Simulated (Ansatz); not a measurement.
**BN: strong compression**

An exercise on one series of results from a longer session: the logs are not shown, and one member is left open.

Computed with Ansatz 0.2.0 (DFT, PBEsol, PAW with Ansatz's default frozen-core files, scalar-relativistic, unless a step's input says otherwise).

### Starting point

The structure is cubic, space group F-43m (No. 216). The conventional cell has a = 4.309 Å, b = 4.309 Å, c = 4.309 Å, α = 90.00°, β = 90.00°, γ = 90.00°. Around B (site symmetry -43m) lie 4 N at 1.87 Å. Around N (site symmetry -43m) lie 4 B at 1.87 Å.

Coordinates:

```cif
data_structure
_symmetry_space_group_name_H-M 'F-43m'
_symmetry_Int_Tables_number 216
_cell_length_a 4.3089
_cell_length_b 4.3089
_cell_length_c 4.3089
_cell_angle_alpha 90.000
_cell_angle_beta 90.000
_cell_angle_gamma 90.000
_cell_volume 80.00
loop_
_atom_site_label
_atom_site_type_symbol
_atom_site_symmetry_multiplicity
_atom_site_Wyckoff_symbol
_atom_site_fract_x
_atom_site_fract_y
_atom_site_fract_z
_atom_site_occupancy
B1 B 4 a 0.00000 0.00000 0.00000 1
N1 N 4 d 0.25000 0.25000 0.75000 1
```

The file gives the conventional cell by its symmetry; the runs use the cell typed in the input.

Whether this phase is the stable one at these pressures isn't tested.

Atoms are numbered in the order of the input: B1, N2.

Set-up of the first run:

Input file input.yaml:

```yaml
crystal:
  lattice:
    - [0.0, 2.15443469, 2.15443469]
    - [2.15443469, 0.0, 2.15443469]
    - [2.15443469, 2.15443469, 0.0]
  atoms:
    - { symbol: B, position: [0.0, 0.0, 0.0] }
    - { symbol: "N", position: [0.25, 0.25, 0.25] }
kpoints:
  mp_grid: { grid: [17, 17, 17] }
scf:
  occupations: { method: fermi_dirac, width: 0.08 }
hamiltonian:
  xc: pbesol
  pseudopotentials: { kind: paw }
output:
  forces: true
  stress: true
  write_density: true
  write_potential: true
  elf: true
  volumetric_format: npy
relax:
  f_tol: 0.005
  max_steps: 40
  cell: {}
```

The run is started by

```console
$ ansatz run input.yaml --threads 1 --pin off --max-ram 2048MiB --backend cpu --events-out ev --progress --plain --runs-dir out
```

Steps of the session up to this table: Cell relaxed at zero pressure, PAW; More of the same log: cell relaxed at zero pressure; Volume scaled by 1, PAW; Volume scaled by 0.94, PAW; Volume scaled by 0.88, PAW; Volume scaled by 0.8, PAW; Volume scaled by 0.72, PAW; Volume scaled by 0.64, PAW; Volume scaled by 0.55, PAW; Volume scaled by 0.55, PAW (cutoff 300 eV).

One of the session's tables, all rows but one given; the rest of the session is left out.

```
             method  volume over the first  volume (Å³/atom)  pressure (GPa)  gap on the k mesh (eV)
                PAW                      1             5.859            0.01                    4.34
                PAW                   0.94             5.508           26.71                    4.40
                PAW                   0.88             5.156           62.17                    4.48
                PAW                    0.8             4.688          128.70                    4.57
                PAW                   0.72                 ?               ?                       ?
                PAW                   0.64             3.750          380.69                    4.76
                PAW                   0.55             3.223          661.50                    4.90
PAW (cutoff 300 eV)                   0.55             3.223          666.13                    4.81
```

Q: Estimate the row for PAW, 0.72 from the others.

The run gave: volume (Å³/atom): 4.219; pressure (GPa): 228.23; gap on the k mesh (eV): 4.66. In the column «volume (Å³/atom)» it lies between PAW, 0.64 (3.750) and PAW, 0.8 (4.688).

Limits of these values: Warnings in the runs' records: cutoff below recommended.
